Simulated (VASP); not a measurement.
# Os (P6_3/mmc) in VASP: further runs

The runs below take Os through elastic constants, phonons, with LDA, PBE.

Everything below comes from runs of VASP 6.6.1. Logs are shortened: lines on timing, memory, paths and dates and some standing lists are left out, and cuts for length are marked.

### 1 The crystal as given

Symmetry: P6_3/mmc, No. 194, hexagonal system. The conventional cell has a = 2.734 Å, b = 2.734 Å, c = 4.320 Å, α = 90.00°, β = 90.00°, γ = 120.00°. Os (site symmetry -6m2) is surrounded by 12 Os at 2.68 to 2.73 Å.

### 2 Elastic constants, LDA

Input file POSCAR:

```
Os
1.0
    2.7341000000      0.0000000000      0.0000000000
   -1.3670500000      2.3678000565      0.0000000000
    0.0000000000      0.0000000000      4.3197000000
Os
2
Direct
    0.6666666667      0.3333333333      0.7500000000
    0.3333333333      0.6666666667      0.2500000000
```

Input file INCAR.step1:

```
SYSTEM = Os
ALGO = Normal
EDIFF = 1E-8
EDIFFG = -0.002
ENCUT = 600
IBRION = 2
ISIF = 3
ISMEAR = -1
LASPH = .True.
LCHARG = .False.
LREAL = .False.
LWAVE = .False.
NELM = 80
NSW = 40
PREC = Accurate
SIGMA = 0.05
```

Input file INCAR.step2:

```
SYSTEM = Os
ALGO = Normal
EDIFF = 1E-8
ENCUT = 600
IBRION = 6
ISIF = 3
ISMEAR = -1
LASPH = .True.
LCHARG = .False.
LREAL = .False.
LWAVE = .False.
NELM = 80
NFREE = 2
NSW = 1
POTIM = 0.015
PREC = Accurate
SIGMA = 0.05
```

Input file KPOINTS:

```
k-points
0
Gamma
  8 8 5
  0 0 0
```

Potentials or basis: VASP PAW LDA potentials, release 64 (Os).

Launch:

```sh
cat potpaw_LDA.64/Os/POTCAR > POTCAR
cp INCAR.step1 INCAR
mpirun -np 1 vasp_std > vasp.out
cp CONTCAR POSCAR
cp INCAR.step2 INCAR
mpirun -np 1 vasp_std > vasp.out
```

OUTCAR:

```text
SYSTEM = Os
   EDIFF = 1E-8
   ENCUT = 600
   IBRION = 6
   ISIF = 3
   ISMEAR = -1
   LASPH = .True.
   LREAL = .False.
   NELM = 80
   NFREE = 2
   NSW = 1
   POTIM = 0.015
   PREC = Accurate

 ion  position               nearest neighbor table
   1  0.667  0.333  0.750-   2 2.66   2 2.66   2 2.66   2 2.66   2 2.66   2 2.66
   2  0.333  0.667  0.250-   1 2.66   1 2.66   1 2.66   1 2.66   1 2.66   1 2.66

  LATTYP: Found a hexagonal cell.
 ALAT       =     2.7169576839
 C/A-ratio  =     1.5798385406

  Lattice vectors:

 A1 = (   2.7169576839,   0.0000000000,   0.0000000000)
 A2 = (  -1.3584788419,   2.3529543753,   0.0000000000)
 A3 = (   0.0000000000,   0.0000000000,   4.2923544622)

Analysis of symmetry for initial positions (statically):
=====================================================================
 Subroutine PRICEL returns:
 Original cell was already a primitive cell.

 Routine SETGRP: Setting up the symmetry group for a
 hexagonal supercell.

 Subroutine GETGRP returns: Found 24 space group operations
 (whereof 12 operations were pure point group operations)
 out of a pool of 24 trial point group operations.

The static configuration has the point symmetry D_3d.
 The point group associated with its full space group is D_6h.

Analysis of symmetry for dynamics (positions and initial velocities):
=====================================================================
 Subroutine PRICEL returns:
 Original cell was already a primitive cell.

 Routine SETGRP: Setting up the symmetry group for a
 hexagonal supercell.

 Subroutine GETGRP returns: Found 24 space group operations
 (whereof 12 operations were pure point group operations)
 out of a pool of 24 trial point group operations.

The dynamic configuration has the point symmetry D_3d.
[... 705 lines left out ...]
      9      11.1970      0.00000
     10      11.4660      0.00000
     11      11.6561      0.00000
     12      13.4427      0.00000

 [... further k-points ...]

------------------------ aborting loop because EDIFF is reached ----------------------------------------

  FORCE on cell =-STRESS in cart. coord.  units (eV):
  Direction    XX          YY          ZZ          XY          YZ          ZX
  --------------------------------------------------------------------------------------
  -------------------------------------------------------------------------------------
  Total        0.0000367      0.0000367      0.0190131      0.0000000     -0.0000000      0.0000000
  in kB        0.0021438      0.0021438      1.1101242      0.0000000     -0.0000000      0.0000000
  external PRESSURE =       0.3714706 kB  Pullay stress =       0.0000000 kB
[... 17 lines left out ...]
  FREE ENERGIE OF THE ION-ELECTRON SYSTEM (eV)
  ---------------------------------------------------
  free  energy   TOTEN  =       -25.3756593648 eV

  energy  without entropy=      -25.3675967407  energy(sigma->0) =      -25.37162805

 INTERNAL STRAIN TENSORS FROM STRAINED CELLS
 ============================================

 INTERNAL STRAIN TENSOR FOR ION    1 for displacements in x,y,z  (eV/Angst):
          X           Y           Z          XY          YZ          ZX
  --------------------------------------------------------------------------------
  x    -0.00000    -0.00000     0.00000     1.39830    -0.00000    -0.00000
  y     1.41130    -1.46102     0.00000    -0.00013    -0.00005     0.00003
  z     0.00000    -0.00000     0.00000    -0.00000    -0.00866     0.00000

 INTERNAL STRAIN TENSORS FROM DISPLACED ATOMS
 ============================================

 INTERNAL STRAIN TENSOR FOR ION    1 for displacements in x,y,z  (eV/Angst):
          X           Y           Z          XY          YZ          ZX
  --------------------------------------------------------------------------------
  x     0.00000     0.00000     0.00000     1.40014     0.00000     0.00000
  y     1.40014    -1.40014     0.00000     0.00000     0.00000     0.00000
  z     0.00000     0.00000    -0.00000     0.00000    -0.00000     0.00000

 INTERNAL STRAIN TENSOR FOR ION    2 for displacements in x,y,z  (eV/Angst):
          X           Y           Z          XY          YZ          ZX
  --------------------------------------------------------------------------------
  x    -0.00000     0.00000     0.00000    -1.40014     0.00000     0.00000
  y    -1.40014     1.40014     0.00000     0.00000     0.00000     0.00000
  z    -0.00000     0.00000     0.00000     0.00000     0.00000     0.00000

 Eigenvectors and eigenvalues of the dynamical matrix
 ----------------------------------------------------

   1 f  =    6.905611 THz    43.389236 2PiTHz  230.346403 cm-1    28.559301 meV
             X         Y         Z           dx          dy          dz
      1.358479  0.784318  3.219266     0.000000   -0.000000    0.707107
     -0.000000  1.568636  1.073089    -0.000000    0.000000   -0.707107
[... 16 lines left out ...]
   5 f  =    0.000000 THz     0.000000 2PiTHz    0.000000 cm-1     0.000000 meV
             X         Y         Z           dx          dy          dz
      1.358479  0.784318  3.219266     0.707107   -0.000000   -0.000000
     -0.000000  1.568636  1.073089     0.707107   -0.000000    0.000000

   6 f/i=    0.000000 THz     0.000000 2PiTHz    0.000001 cm-1     0.000000 meV
             X         Y         Z           dx          dy          dz
      1.358479  0.784318  3.219266     0.000000    0.707083    0.005858
     -0.000000  1.568636  1.073089    -0.000000    0.707083    0.005858

--------------------------------------------------------------------------------------------------------

 ELASTIC MODULI CONTR FROM IONIC RELAXATION (kBar)
 Direction    XX          YY          ZZ          XY          YZ          ZX
 --------------------------------------------------------------------------------
 XX          -9.9663      9.9663      0.0000     -0.0000      0.0000      0.0000
 YY           9.9663     -9.9663     -0.0000      0.0000     -0.0000      0.0000
 ZZ           0.0000     -0.0000     -0.0000     -0.0000     -0.0000      0.0000
 XY          -0.0000      0.0000     -0.0000     -9.9663     -0.0000      0.0000
 YZ           0.0000     -0.0000     -0.0000     -0.0000     -0.0000      0.0000
 ZX           0.0000      0.0000      0.0000      0.0000      0.0000      0.0000
 --------------------------------------------------------------------------------

 TOTAL ELASTIC MODULI (kBar)
 Direction    XX          YY          ZZ          XY          YZ          ZX
 --------------------------------------------------------------------------------
 XX        8387.0439   2498.8215   2529.3332     -0.0000      0.0000     -0.0000
 YY        2498.8215   8387.0439   2529.3332      0.0000     -0.0000      0.0000
 ZZ        2529.3332   2529.3332   9293.1784      0.0000     -0.0000      0.0000
 XY          -0.0000      0.0000      0.0000   2944.1112      0.0000     -0.0000
 YZ           0.0000     -0.0000     -0.0000     -0.0000   3005.9667      0.0000
 ZX          -0.0000      0.0000      0.0000      0.0000      0.0000   3005.9667
 --------------------------------------------------------------------------------
```

OSZICAR.step1:

```text
N       E                     dE             d eps       ncg     rms          rms(c)
DAV:   1     0.116284614706E+03    0.11628E+03   -0.85041E+03   720   0.144E+03
DAV:   2    -0.187653147689E+02   -0.13505E+03   -0.12252E+03   760   0.416E+02
DAV:   3    -0.267642216377E+02   -0.79989E+01   -0.74797E+01   876   0.860E+01
DAV:   4    -0.269620775291E+02   -0.19786E+00   -0.19696E+00   768   0.135E+01
[... 72 lines left out ...]
       N       E                     dE             d eps       ncg     rms          rms(c)
DAV:   1    -0.253779976978E+02   -0.59316E-05   -0.20490E-04   736   0.126E-01    0.195E-02
DAV:   2    -0.253779949958E+02    0.27020E-05   -0.26159E-06   836   0.208E-02    0.911E-03
DAV:   3    -0.253779942362E+02    0.75953E-06   -0.21073E-06   820   0.136E-02    0.242E-03
DAV:   4    -0.253779942401E+02   -0.39093E-08   -0.77816E-08   744   0.323E-03
   9 F= -.25377994E+02 E0= -.25373938E+02  d E =-.112117E-05
```

It took 5.1 min on 1 thread of Intel Xeon Platinum 8488C (Sapphire Rapids), shared host; peak memory 0.21 GiB.

What came out:

| Item | Value |
| --- | --- |
| Relaxed volume | 13.72 Å³/atom |
| Relaxed cell | a = 2.717 Å, b = 2.717 Å, c = 4.292 Å, α = 90.00°, β = 90.00°, γ = 120.00° |
| Space group after relaxing (to 0.05 Å) | P6_3/mmc (No. 194) |
| Voigt bulk modulus | 458 GPa |
| Highest phonon frequency at Γ | 230 cm⁻¹ |

The path:
```csv
step,energy change (eV),largest force (eV/Å),pressure (GPa),volume (Å³)
1,0.0000,0.0000,-8.27,27.96
2,0.3116,0.0000,49.31,25.15
3,-0.0137,0.0000,-0.37,27.46
4,-0.0138,0.0000,-0.05,27.44
5,-0.0138,0.0000,0.12,27.43
6,-0.0137,0.0000,-0.47,27.47
7,-0.0138,0.0000,-0.04,27.44
8,-0.0138,0.0000,0.06,27.44
9,-0.0138,0.0000,0.00,27.44
```

Final structure:
```cif
data_structure
_symmetry_space_group_name_H-M 'P 1'
_symmetry_Int_Tables_number 1
_cell_length_a 2.7170
_cell_length_b 2.7170
_cell_length_c 4.2924
_cell_angle_alpha 90.000
_cell_angle_beta 90.000
_cell_angle_gamma 120.000
_cell_volume 27.44
loop_
_atom_site_label
_atom_site_type_symbol
_atom_site_fract_x
_atom_site_fract_y
_atom_site_fract_z
_atom_site_occupancy
Os1 Os 0.66667 0.33333 0.75000 1
Os2 Os 0.33333 0.66667 0.25000 1
```

Phonon frequencies in cm⁻¹ (negative: imaginary):
| q point | frequencies |
| --- | --- |
| (0.000, 0.000, 0.000) | 0 0 0 181 181 230 |

Elastic tensor in Voigt notation (GPa, in the Cartesian axes of the cell as first typed):
```
839 250 253   0   0   0
250 839 253   0   0   0
253 253 929   0   0   0
  0   0   0 301   0   0
  0   0   0   0 301   0
  0   0   0   0   0 294
```

Clamped-ion elastic tensor (GPa):
```
840 249 253   0   0   0
249 840 253   0   0   0
253 253 929   0   0   0
  0   0   0 301   0   0
  0   0   0   0 301   0
  0   0   0   0   0 295
```

### 3 Phonons, PBE

POSCAR is that of step 2.

Input file INCAR.step1:

```
PREC = Accurate
ENCUT = 600
EDIFF = 1E-8
ISMEAR = -1
SIGMA = 0.05
LREAL = F
LASPH = T
NELM = 80
ALGO = Normal
ISIF = 3
LWAVE = F
LCHARG = F
GGA = PE
IBRION = 2
NSW = 40
EDIFFG = -0.002
```

Input file INCAR.step2:

```
PREC = Accurate
ENCUT = 600
EDIFF = 1E-8
ISMEAR = -1
SIGMA = 0.05
LREAL = F
LASPH = T
NELM = 80
ALGO = Normal
ISIF = 2
LWAVE = F
LCHARG = F
GGA = PE
IBRION = 6
NFREE = 2
POTIM = 0.015
NSW = 1
```

Input file KPOINTS:

```
regular mesh
0
Gamma
  8 8 5
```

Potentials or basis: VASP PAW PBE potentials, release 64 (Os).

Launch:

```sh
cat potpaw_PBE.64/Os/POTCAR > POTCAR
cp INCAR.step1 INCAR
mpirun -np 1 vasp_std > vasp.out
cp CONTCAR POSCAR
cp INCAR.step2 INCAR
mpirun -np 1 vasp_std > vasp.out
```

OUTCAR:

```text
PREC = Accurate
   ENCUT = 600
   EDIFF = 1E-8
   ISMEAR = -1
   LREAL = F
   LASPH = T
   NELM = 80
   ISIF = 2
   GGA = PE
   IBRION = 6
   NFREE = 2
   POTIM = 0.015
   NSW = 1

 ion  position               nearest neighbor table
   1  0.667  0.333  0.750-   2 2.69   2 2.69   2 2.69   2 2.69   2 2.69   2 2.69
   2  0.333  0.667  0.250-   1 2.69   1 2.69   1 2.69   1 2.69   1 2.69   1 2.69

  LATTYP: Found a hexagonal cell.
 ALAT       =     2.7524092542
 C/A-ratio  =     1.5792072272

  Lattice vectors:

 A1 = (   2.7524092542,   0.0000000000,   0.0000000000)
 A2 = (  -1.3762046271,   2.3836563357,   0.0000000000)
 A3 = (   0.0000000000,   0.0000000000,   4.3466245865)

Analysis of symmetry for initial positions (statically):
=====================================================================
 Subroutine PRICEL returns:
 Original cell was already a primitive cell.

 Routine SETGRP: Setting up the symmetry group for a
 hexagonal supercell.

 Subroutine GETGRP returns: Found 24 space group operations
 (whereof 12 operations were pure point group operations)
 out of a pool of 24 trial point group operations.

The static configuration has the point symmetry D_3d.
 The point group associated with its full space group is D_6h.

Analysis of symmetry for dynamics (positions and initial velocities):
=====================================================================
 Subroutine PRICEL returns:
 Original cell was already a primitive cell.

 Routine SETGRP: Setting up the symmetry group for a
 hexagonal supercell.

[... 326 lines left out ...]
      8       7.6567      2.00000
      9       7.6567      2.00000
     10       9.2080      0.01708
     11      10.8178      0.00000
     12      10.8178      0.00000
[... 331 lines left out ...]
 k-point    24 :       0.3750   -0.0000    0.4000
  band No.  band energies     occupation
      1       1.7983      2.00000
      2       2.4526      2.00000
      3       3.8721      2.00000
      4       4.4823      2.00000
      5       7.2426      2.00000
      6       7.2515      2.00000
      7       8.1704      2.00000
      8       8.6825      1.99369
      9      10.6055      0.00000
     10      10.8608      0.00000
     11      11.0338      0.00000
     12      12.7183      0.00000

 [... further k-points ...]

------------------------ aborting loop because EDIFF is reached ----------------------------------------

  FORCE on cell =-STRESS in cart. coord.  units (eV):
  Direction    XX          YY          ZZ          XY          YZ          ZX
  --------------------------------------------------------------------------------------
  -------------------------------------------------------------------------------------
  Total        0.0056038      0.0056038      0.0238370      0.0000000      0.0000000      0.0000000
  in kB        0.3148360      0.3148360      1.3392240      0.0000000      0.0000000      0.0000000
  external PRESSURE =       0.6562986 kB  Pullay stress =       0.0000000 kB
[... 17 lines left out ...]
  FREE ENERGIE OF THE ION-ELECTRON SYSTEM (eV)
  ---------------------------------------------------
  free  energy   TOTEN  =       -22.5610648245 eV

  energy  without entropy=      -22.5529648240  energy(sigma->0) =      -22.55701482

 INTERNAL STRAIN TENSORS FROM DISPLACED ATOMS
 ============================================

 INTERNAL STRAIN TENSOR FOR ION    1 for displacements in x,y,z  (eV/Angst):
          X           Y           Z          XY          YZ          ZX
  --------------------------------------------------------------------------------
  x     0.00000     0.00000     0.00000     0.79205     0.00000     0.00000
  y     0.79205    -0.79205     0.00000     0.00000     0.00000     0.00000
  z    -0.00000    -0.00000    -0.00000     0.00000     0.00000    -0.00000

 INTERNAL STRAIN TENSOR FOR ION    2 for displacements in x,y,z  (eV/Angst):
          X           Y           Z          XY          YZ          ZX
  --------------------------------------------------------------------------------
  x     0.00000     0.00000     0.00000    -0.79205     0.00000     0.00000
  y    -0.79205     0.79205     0.00000     0.00000     0.00000     0.00000
  z     0.00000     0.00000     0.00000     0.00000     0.00000     0.00000

 Eigenvectors and eigenvalues of the dynamical matrix
 ----------------------------------------------------

   1 f  =    6.569255 THz    41.275848 2PiTHz  219.126769 cm-1    27.168245 meV
             X         Y         Z           dx          dy          dz
      1.376205  0.794552  3.259968     0.000000    0.000000   -0.707107
     -0.000000  1.589104  1.086656    -0.000000    0.000000    0.707107
[... 16 lines left out ...]
   5 f  =    0.000000 THz     0.000000 2PiTHz    0.000000 cm-1     0.000000 meV
             X         Y         Z           dx          dy          dz
      1.376205  0.794552  3.259968    -0.000000   -0.000000    0.707107
     -0.000000  1.589104  1.086656     0.000000    0.000000    0.707107

   6 f/i=    0.000000 THz     0.000000 2PiTHz    0.000000 cm-1     0.000000 meV
             X         Y         Z           dx          dy          dz
      1.376205  0.794552  3.259968     0.707107   -0.000000    0.000000
     -0.000000  1.589104  1.086656     0.707107    0.000000    0.000000

 ELASTIC MODULI CONTR FROM IONIC RELAXATION (kBar)
 Direction    XX          YY          ZZ          XY          YZ          ZX
 --------------------------------------------------------------------------------
 XX          -3.2771      3.2771     -0.0000      0.0000      0.0000     -0.0000
 YY           3.2771     -3.2771     -0.0000     -0.0000      0.0000     -0.0000
 ZZ          -0.0000     -0.0000     -0.0000      0.0000      0.0000     -0.0000
 XY           0.0000     -0.0000      0.0000     -3.2771      0.0000      0.0000
 YZ           0.0000      0.0000      0.0000      0.0000      0.0000      0.0000
 ZX          -0.0000     -0.0000     -0.0000      0.0000      0.0000     -0.0000
 --------------------------------------------------------------------------------
```

OUTCAR.step1:

```text
PREC = Accurate
   ENCUT = 600
   EDIFF = 1E-8
   ISMEAR = -1
   LREAL = F
   LASPH = T
   NELM = 80
   ISIF = 3
   GGA = PE
[... 763 lines left out ...]
  -------------------------------------------------------------------------------------
  Total        0.0000102      0.0000102     -0.0000385      0.0000000      0.0000000      0.0000000
  in kB        0.0005723      0.0005723     -0.0021612      0.0000000      0.0000000      0.0000000
  external PRESSURE =      -0.0003389 kB  Pullay stress =       0.0000000 kB
[... 17 lines left out ...]
  FREE ENERGIE OF THE ION-ELECTRON SYSTEM (eV)
  ---------------------------------------------------
  free  energy   TOTEN  =       -22.5627473966 eV

  energy  without entropy=      -22.5546115425  energy(sigma->0) =      -22.55867947

 reached required accuracy - stopping structural energy minimisation
```

OSZICAR.step1:

```text
N       E                     dE             d eps       ncg     rms          rms(c)
DAV:   1     0.123893389241E+03    0.12389E+03   -0.84291E+03   720   0.145E+03
DAV:   2    -0.153266786607E+02   -0.13922E+03   -0.12611E+03   764   0.429E+02
DAV:   3    -0.237138871674E+02   -0.83872E+01   -0.78415E+01   868   0.895E+01
DAV:   4    -0.239318782004E+02   -0.21799E+00   -0.21680E+00   768   0.145E+01
[... 90 lines left out ...]
       N       E                     dE             d eps       ncg     rms          rms(c)
DAV:   1    -0.225627477770E+02   -0.27767E-06   -0.47029E-06   720   0.186E-02    0.523E-03
DAV:   2    -0.225627475306E+02    0.24638E-06   -0.15401E-07   732   0.416E-03    0.225E-03
DAV:   3    -0.225627473994E+02    0.13116E-06   -0.10061E-07   788   0.327E-03    0.294E-04
DAV:   4    -0.225627473966E+02    0.28223E-08   -0.16519E-09   360   0.325E-04
  10 F= -.22562747E+02 E0= -.22558679E+02  d E =-.307470E-05
```

Run time: 4.4 min. Hardware: 1 thread of Intel Xeon Platinum 8488C (Sapphire Rapids), shared host; peak memory 0.19 GiB.

What came out:

- Relaxed volume: 14.26 Å³/atom
- Relaxed cell: a = 2.752 Å, b = 2.752 Å, c = 4.347 Å, α = 90.00°, β = 90.00°, γ = 120.00°
- Space group after relaxing (to 0.05 Å): P6_3/mmc (No. 194)
- Highest phonon frequency at Γ: 219 cm⁻¹

The path:
```tsv
step	energy change (eV)	largest force (eV/Å)	pressure (GPa)	volume (Å³)
1	0.0000	0.0000	8.36	27.96
2	0.2235	0.0000	-27.86	31.02
3	-0.0140	0.0000	-0.30	28.54
4	-0.0140	0.0000	-0.01	28.52
5	-0.0140	0.0000	0.15	28.51
6	-0.0140	0.0000	0.14	28.51
7	-0.0140	0.0000	0.14	28.51
8	-0.0140	0.0000	-0.42	28.55
9	-0.0140	0.0000	0.02	28.52
10	-0.0140	0.0000	0.00	28.52
```

Final structure:
```
Os
1.0
     2.75241    0.00000    0.00000
    -1.37620    2.38366    0.00000
     0.00000    0.00000    4.34662
Os
2
Direct
  0.66667 0.33333 0.75000
  0.33333 0.66667 0.25000
```

Phonon frequencies in cm⁻¹ (negative: imaginary):
| q point | frequencies |
| --- | --- |
| (0.000, 0.000, 0.000) | 0 0 0 175 175 219 |

### 4 The reference run

An earlier run on the cell as given: functional PBE; potentials or basis VASP PAW PBE potentials, release 64 (Os); cutoff 520 eV; k mesh 11 × 11 × 6; occupations fermi-dirac, width 0.05 eV; no spin polarisation.

- Pressure: 8.9 GPa
- Band gap on the k mesh: none (metal or under the smearing width)
